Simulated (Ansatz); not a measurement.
# Ge: the cost of one run

Computed with Ansatz 0.2.0 (DFT PBE, scalar-relativistic, plane waves, PAW, unless a step's input says otherwise).

**1. The structure to begin with**

Symmetry: Imma, No. 74, orthorhombic system. Conventional cell: a = 6.773 Å, b = 8.894 Å, c = 4.761 Å, α = 90.00°, β = 90.00°, γ = 90.00°. Ge (site symmetry m) is surrounded by 3 Ge at 2.29 to 2.31 Å. Ge (site symmetry 2/m) has 4 Ge at 2.31 Å as nearest neighbours.

As a file:

```xyz
6
Lattice="-3.3865 4.4470 2.3806 3.3865 -4.4470 2.3806 3.3865 4.4470 -2.3806" Properties=species:S:1:pos:R:3 pbc="T T T"
Ge    0.0000    0.6805    3.8372
Ge    3.3865   -0.6805    1.4566
Ge    1.6932   -2.2235    1.1903
Ge    1.6932    2.2235   -1.1903
Ge    3.3865    3.7665   -1.4566
Ge    0.0000    5.1275    0.9239
```

Recipe of the guess: 3-, 4-connected net of one element (Imma, No. 74). Lengths come from tabulated atomic sizes and are only a guess.

**2. A first look at the guess**

Input file input.yaml:

```yaml
crystal:
  lattice:
    - [-3.38645907, 4.44700549, 2.38055537]
    - [3.38645907, -4.44700549, 2.38055537]
    - [3.38645907, 4.44700549, -2.38055537]
  atoms:
    - { symbol: Ge, position: [0.88245589, 0.80594401, 0.07651188] }
    - { symbol: Ge, position: [0.22943213, 0.80594401, 0.42348812] }
    - { symbol: Ge, position: [0.0, 0.5, 0.0] }
    - { symbol: Ge, position: [0.0, 0.0, 0.5] }
    - { symbol: Ge, position: [0.11754411, 0.19405599, 0.92348812] }
    - { symbol: Ge, position: [0.77056787, 0.19405599, 0.57651188] }
basis:
  ecutwfc: 420
kpoints:
  mp_grid: { grid: [4, 4, 4] }
hamiltonian:
  xc: pbe
scf:
  occupations: { method: gaussian, width: 0.1 }
  lower_state_search: "off"
output:
  forces: true
  stress: true
  eigenvalues: true
```

Run with:

```bash
$ ansatz run input.yaml --threads 1 --pin off --max-ram 2560MiB --backend cpu --events-out ev --progress --plain --runs-dir out
```

Q: Estimate wall time and peak memory on 1 thread of Arm Neoverse V2, shared host.

About 6.1 s, with a peak of 0.43 GiB.
